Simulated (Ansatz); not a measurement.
# Co (P6_3/mmc) in Ansatz: reference runs

Aim: a first look at Co with PBE, on the cell as given and on a disturbed one.

Program: Ansatz 0.2.0. These are calculated values, not measurements. Logs are shortened: lines on timing, memory, paths and dates and some standing lists are left out, and cuts for length are marked.

## Step 1: The structure

It takes space group P6_3/mmc (No. 194, hexagonal). The conventional cell has a = 2.472 Å, b = 2.472 Å, c = 4.021 Å, α = 90.00°, β = 90.00°, γ = 120.00°. Co (site symmetry -6m2) is surrounded by 12 Co at 2.47 Å.

## Step 2: Single point, PBE, collinear spin, ferromagnetic start

File input.yaml:

```yaml
crystal:
  lattice:
    - [2.4719999032, 0.0, 0.0]
    - [-1.2359999516, 2.1408147143, 0.0]
    - [0.0, 0.0, 4.02114408]
  atoms:
    - { symbol: Co, position: [0.6666666667, 0.3333333333, 0.75], spin: 2.0 }
    - { symbol: Co, position: [0.3333333333, 0.6666666667, 0.25], spin: 2.0 }
kpoints:
  mp_grid: { grid: [12, 12, 7] }
scf:
  occupations: { method: fermi_dirac, width: 0.05 }
hamiltonian:
  xc: pbe
  pseudopotentials: { kind: all_electron, lapw: { basis_error: 0.001 } }
magnetization:
  spin_polarized: true
output:
  forces: true
  stress: true
  eigenvalues: true
  populations: true
```

Potentials or basis: all-electron LAPW, scalar-relativistic.

Started as:

```bash
ansatz run input.yaml --threads 2 --pin off --max-ram 5120MiB --backend cpu --events-out ev --progress --plain --runs-dir out
```

The program printed:

```text
Warning: RAYON_NUM_THREADS=2 ignored (pool sized by the plan → 2); use --threads N
Co: projections on atomic orbitals take those of the free atom 1s2 2s2 2p6 3s2 3p6 3d7 4s2, of charge +0.00 (hamiltonian.pseudopotentials.projection_atoms)
LAPW: plane waves up to 9.095 Å⁻¹, error target 1.0e-3 eV per atom; small_component_spin mean_spin; Co in spheres of 1.233 Å, 17 of its electrons in bands, Dirac shells [] (how accurate: hamiltonian.pseudopotentials.lapw.basis_error, Limitations)
Engine: ansatz 0.2.0, aarch64-unknown-linux-gnu
Pseudopotentials: kind: all_electron
Pseudopotential: Co, LAPW, valence charge 17, lapw/all_electron/scalar/gaussian/Co, Koelling and Harmon's equation, gaussian nucleus
Functional definition: PBE
  parameter kappa = 0.804
  parameter beta = 0.06672455060314922
  exchange = pbe_x(kappa = kappa, mu = beta*pi^2/3)
  correlation = pbe_c(beta = beta)
Crystal: 2 atoms, lattice volume = 21.280 Å³
Basis set: ecut = 315.14779257486185 eV, 287 PW (Γ), exchange–correlation at level 2
Bands: 23, of which v1, the nominal top of the filled ones, is band 17 counted from 1 (16 counted from 0)
Symmetry: 24 space group operations
Space group: P63/mmc (ITA 194), of the structure as read, at distance tolerance 2.8e-5 Å
Magnetic group: BNS 194.263 (UNI 1493), of the structure as read, at distance tolerance 2.8e-5 Å
k-points: 76 of 1008
Non-local potential: Co, projectors of the file, none
Initial density: superposition of atomic densities (chi_scale 0.1, normalization cell)
Starting moments: Σ|m| = 4 μB on 2 of 2 sites
Initial wavefunctions: plane waves of lowest kinetic energy (no species holds an atomic orbital)
Functional: x = pbe(κ = 0.804, μ = 0.2195149727645171), c = pbe(β = 0.06672455060314922)
iter 1 solved again at ethr=2.84e-5 eV; its pass at ethr=1.00e-1 eV (dr2=9.67e-3 eV) is discarded
SCF iter   1: F=—  HF=-75835.021212 eV  |F-HF|=—  |Δ(HF+E_count)|=         —  Δρ=1.82e-2 (↑1.80e-2 ↓1.82e-2)  dr2=9.76e-3  dr2_m=6.03e-2  M=3.257 μB ∫|m|=3.383 μB  β_m=0.30  ethr=2.84e-5  ⟨swp⟩=3.4  Hψ=27165  notcnv=0
Mixer restart at iter 1: flushing history
preconditioner: auto → none  [metal: Δε(μ)=0.004 eV  Ē_g=9.760 eV  σ=0.050 eV  W_gap=0.02  n_scr=8 (ndim 8)  ℏωp=34.2 eV  f_vac=0.000  D(μ)=1.93/eV (n_scr^D=22)  sad-step TF]
SCF iter   2: F=—  HF=-75835.082014 eV  |F-HF|=—  |Δ(HF+E_count)|=   6.08e-2  Δρ=1.32e-2 (↑1.28e-2 ↓1.32e-2)  dr2=6.14e-3  dr2_m=3.09e-2  M=3.244 μB ∫|m|=3.408 μB  β_m=0.46  ethr=2.84e-5  ⟨swp⟩=2.4  Hψ=9923  notcnv=0
SCF iter   3: F=—  HF=-75835.139966 eV  |F-HF|=—  |Δ(HF+E_count)|=   5.80e-2  Δρ=5.65e-3 (↑5.26e-3 ↓5.65e-3)  dr2=1.47e-3  dr2_m=5.13e-3  M=3.212 μB ∫|m|=3.450 μB  β_m=0.45  ethr=1.80e-5  ⟨swp⟩=3.0  Hψ=11086  notcnv=0
iter 4 solved again at ethr=3.86e-7 eV; its pass at ethr=4.33e-6 eV (dr2=1.31e-4 eV) is discarded
SCF iter   4: F=—  HF=-75835.154838 eV  |F-HF|=—  |Δ(HF+E_count)|=   1.49e-2  Δρ=1.62e-3 (↑1.24e-3 ↓1.62e-3)  dr2=1.31e-4  dr2_m=3.56e-4  M=3.205 μB ∫|m|=3.486 μB  β_m=0.72  ethr=3.86e-7  ⟨swp⟩=2.0  Hψ=17391  notcnv=0
SCF iter   5: F=—  HF=-75835.157805 eV  |F-HF|=—  |Δ(HF+E_count)|=   2.97e-3  Δρ=2.59e-4 (↑2.15e-4 ↓2.59e-4)  dr2=1.26e-6  dr2_m=1.03e-5  M=3.210 μB ∫|m|=3.524 μB  β_m=0.77  ethr=3.85e-7  ⟨swp⟩=3.0  Hψ=11025  notcnv=0
SCF iter   6: F=—  HF=-75835.157890 eV  |F-HF|=—  |Δ(HF+E_count)|=   8.56e-5  Δρ=2.87e-5 (↑2.87e-5 ↓2.06e-5)  dr2=1.31e-7  dr2_m=7.75e-8  M=3.211 μB ∫|m|=3.531 μB  β_m=0.84  ethr=3.71e-9  ⟨swp⟩=3.5  Hψ=11222  notcnv=0
SCF iter   7: F=—  HF=-75835.157891 eV  |F-HF|=—  |Δ(HF+E_count)|=   8.35e-7  Δρ=5.01e-6 (↑3.07e-6 ↓5.01e-6)  dr2=3.94e-9  dr2_m=2.08e-9  M=3.211 μB ∫|m|=3.531 μB  β_m=0.84  ethr=3.84e-10  ⟨swp⟩=3.0  Hψ=10479  notcnv=0
SCF iter   8: F=-75835.157891 eV  HF=-75835.157891 eV  |F-HF|=7.86e-10  |Δ(HF+E_count)|=   3.42e-8  Δρ=1.47e-6 (↑7.93e-7 ↓1.47e-6)  dr2=1.99e-10  dr2_m=1.99e-10  M=3.211 μB ∫|m|=3.531 μB  ethr=1.16e-11  ⟨swp⟩=3.0  Hψ=10691  notcnv=0
SCF 1 converged in 8 iterations: F = -75835.157891 eV  dr2 = 1.99e-10
SCF converged after 8 iterations
Magnetization: 3.2109 μB (18.6055 up, 15.3945 down)
Absolute magnetization: 3.5311 μB (∫|ρ↑−ρ↓|)
Spin contamination: 0.0539 ħ² per cell (⟨S²⟩ above its minimum at these occupations)
Per-site moments (μB) at R_I (Å): [(1.6583379848506699, 1.23281462386915), (1.6583379848506699, 1.23281462386915)]
Free energy (F): -75835.157891 eV
Harris-Foulkes:  -75835.157891 eV  (|F-HF|=7.86e-10)
Internal energy: -75835.142204 eV  (E = F + TS)
E sigma→0 (E₀):  -75835.150048 eV
Entropy (-TS):   -0.015688 eV (-7.844 meV/atom)
Fermi energy:    19.533839 eV
--- Per-component energies (eV) ---
  E_band       = -460.138201
  E_kinetic    = 76965.111610
  E_xc         = -3250.057982
  E_electrostatic = -149550.195832  (all electrons and nuclei)
  E_smearing   = -0.015688  (= −TS)
  E_closure    = 0.000000  (closes the sum)
  E_atoms      = -75818.578525  (free atoms, spherical and without spin; not in F)
  Σ components = -75835.157891   (vs F -75835.157891, Δ=0.00e0)
  Basis errors (estimates in eV, not in F): energy 2.2e-4 per atom: plane waves 2.1e-4 (1.1e-4 summed), levels above the bands 1.2e-87, relativity 2.6e-8, radial functions 8.7e-6, core shells 1.0e-9; eigenvalues (radial functions only) 9.9e-7; not estimated: angular momenta, meshes, grids; target (lapw.basis_error) 1.0e-3; muffin-tin radii Co 1.233 Å
--- Forces (eV/Å), atoms counted from 1 ---
  atom   1  Co    -0.00000000    -0.00000000     0.00000000
  atom   2  Co    -0.00000000     0.00000000     0.00000000
  max |Σ_I F_I| component: 9.25e-18 eV/Å
--- Stress (GPa, compression-positive) ---
        5.571896       0.000000       0.000000
        0.000000       5.571896       0.000000
        0.000000       0.000000       2.799792
  P = ⅓ Tr σ = 4.6479 GPa (46.479 kbar)
--- Band table (eV; the first three rows and the last of 152) ---
  k-point 0 ↑: bands = ["-76.5428", "-76.4825", "-39.9524", "-39.6484", "-39.6484", "-39.6054", "-39.5990", "-39.5990", "10.4042", "14.2487", "16.8505", "16.9067", "16.9067", "17.2256", "17.2256", "17.6093", "17.6093", "18.7308", "18.7308", "19.2842", "25.9241", "41.5263", "44.3724"]
  k-point 1 ↑: bands = ["-76.5398", "-76.4855", "-39.9355", "-39.6459", "-39.6459", "-39.6229", "-39.6015", "-39.6015", "10.6113", "14.2002", "16.7968", "16.8569", "16.8569", "17.1703", "17.1703", "17.7332", "17.7332", "18.5357", "18.7185", "18.7185", "27.0849", "41.4203", "43.2097"]
  k-point 2 ↑: bands = ["-76.5315", "-76.4939", "-39.8879", "-39.6716", "-39.6391", "-39.6391", "-39.6083", "-39.6083", "11.2129", "13.9271", "16.6621", "16.7965", "16.7965", "17.0381", "17.0381", "17.3028", "18.0000", "18.0000", "18.6587", "18.6587", "29.6652", "39.6376", "41.8506"]
  k-point 75 ↓: bands = ["-74.4061", "-74.4061", "-37.8812", "-37.8812", "-37.8196", "-37.7947", "-37.6568", "-37.6568", "16.7952", "16.8716", "16.9019", "16.9019", "17.7496", "17.7496", "19.2338", "19.5018", "20.6546", "20.6546", "25.9552", "25.9552", "27.0683", "28.3226", "30.0186"]
--- Löwdin populations: 2 sites ---
  site symbol       q [e]    m [muB]
     0     Co     26.7862     1.6693
     1     Co     26.7862     1.6693
  spilling = 0.007917 (of n_electrons = 54.000000)
```

populations.tsv:

```text
# site	symbol	l	j	q_up	q_dn
# orbitals = lowdin
# n_electrons = 54.000000
# spilling = 0.007917
# projection_atom_Co: 1s2 2s2 2p6 3s2 3p6 3d7 4s2
0	Co	0_1S	-	0.999994	0.999994
0	Co	0_2S	-	0.999685	0.999694
0	Co	0_3S	-	0.992071	0.992452
0	Co	0_4S	-	0.468227	0.506808
0	Co	1_2P	-	2.999997	2.999998
0	Co	1_3P	-	2.999103	2.999051
0	Co	2_3D	-	4.768710	3.060450
1	Co	0_1S	-	0.999994	0.999994
1	Co	0_2S	-	0.999685	0.999694
1	Co	0_3S	-	0.992071	0.992452
1	Co	0_4S	-	0.468227	0.506808
1	Co	1_2P	-	2.999997	2.999998
1	Co	1_3P	-	2.999103	2.999051
1	Co	2_3D	-	4.768710	3.060450
```

Wall time 21 s (2 threads of Arm Neoverse V1, shared host); peak memory 0.51 GiB.

Results:

```
Free energy            : -75835.1579 eV
Pressure               : 4.6 GPa
Band gap on the k mesh : none (metal or under the smearing width)
Net moment             : 3.21 μB per cell
Absolute moment        : 3.53 μB per cell
Site moments           : Co +1.66 μB
```

Levels at points of the mesh, in eV from the Fermi level:
Spin up:
```csv
k point,band 17,band 18,band 19,band 20,band 21,band 22
"(0.00, 0.00, 0.00)",-1.92,-0.80,-0.80,-0.25,6.39,21.99
"(0.00, -0.50, 0.00)",-0.58,-0.49,1.34,3.39,9.72,10.38
```
Spin down:
```
            k point  band 13  band 14  band 15  band 16  band 17  band 18
 (0.00, 0.00, 0.00)    -0.98    -0.61    -0.61    -0.31    -0.14    -0.14
(0.00, -0.50, 0.00)    -1.13    -1.09    -0.66     1.26     1.36     1.42
```

## Step 3: Single point, PBE, collinear spin, ferromagnetic start (atoms moved at random, drawn with an rms of 0.05 Å)

input.yaml: that of step 2 with these lines changed.

```diff
@@ -6,4 +6,4 @@
   atoms:
-    - { symbol: Co, position: [0.6666666667, 0.3333333333, 0.75], spin: 2.0 }
-    - { symbol: Co, position: [0.3333333333, 0.6666666667, 0.25], spin: 2.0 }
+    - { symbol: Co, position: [0.664846, 0.312703, 0.742733], spin: 2.0 }
+    - { symbol: Co, position: [0.343336, 0.652887, 0.240112], spin: 2.0 }
 kpoints:
```

Potentials or basis: all-electron LAPW, scalar-relativistic.

Started as:

```bash
ansatz run input.yaml --threads 2 --pin off --max-ram 5120MiB --backend cpu --events-out ev --progress --plain --runs-dir out
```

Wall time 2.1 min (2 threads of Arm Neoverse V1, shared host); peak memory 1.6 GiB.

The run converged. Its results:

```
Free energy            : -75835.1567 eV
Pressure               : 4.7 GPa
Largest force          : 0.095 eV/Å
Band gap on the k mesh : none (metal or under the smearing width)
Net moment             : 3.21 μB per cell
Absolute moment        : 3.53 μB per cell
Site moments           : Co +1.66 μB
```

Forces on the atoms (eV/Å):
```
Co   0.053  0.038 -0.069
Co  -0.053 -0.038  0.069
```

Stress tensor (GPa, compression positive):
```
 5.30 -0.42 -0.03
-0.42  5.90 -0.02
-0.03 -0.02  2.90
```

Levels at points of the mesh, in eV from the Fermi level:
Spin up:
| k point | band 15 | band 16 | band 17 | band 18 | band 19 | band 20 | band 21 | band 22 | band 23 |
| --- | --- | --- | --- | --- | --- | --- | --- | --- | --- |
| (0.00, 0.00, 0.00) | -2.30 | -1.96 | -1.89 | -0.85 | -0.76 | -0.25 | 6.39 | 21.99 | 24.80 |
| (0.00, -0.50, 0.00) | -2.23 | -0.65 | -0.59 | -0.49 | 1.38 | 3.34 | 9.78 | 10.46 | 12.74 |
| (-0.50, 0.00, 0.00) | -2.22 | -0.64 | -0.57 | -0.50 | 1.26 | 3.47 | 9.60 | 10.25 | 12.87 |
| (-0.50, -0.50, 0.00) | -2.23 | -0.65 | -0.59 | -0.49 | 1.36 | 3.35 | 9.76 | 10.44 | 12.75 |
Spin down:
```
             k point  band 13  band 14  band 15  band 16  band 17  band 18
  (0.00, 0.00, 0.00)    -0.97    -0.62    -0.60    -0.32    -0.19    -0.09
 (0.00, -0.50, 0.00)    -1.15    -1.11    -0.67     1.25     1.36     1.43
 (-0.50, 0.00, 0.00)    -1.15    -1.01    -0.64     1.26     1.36     1.41
(-0.50, -0.50, 0.00)    -1.15    -1.10    -0.67     1.25     1.36     1.43
```
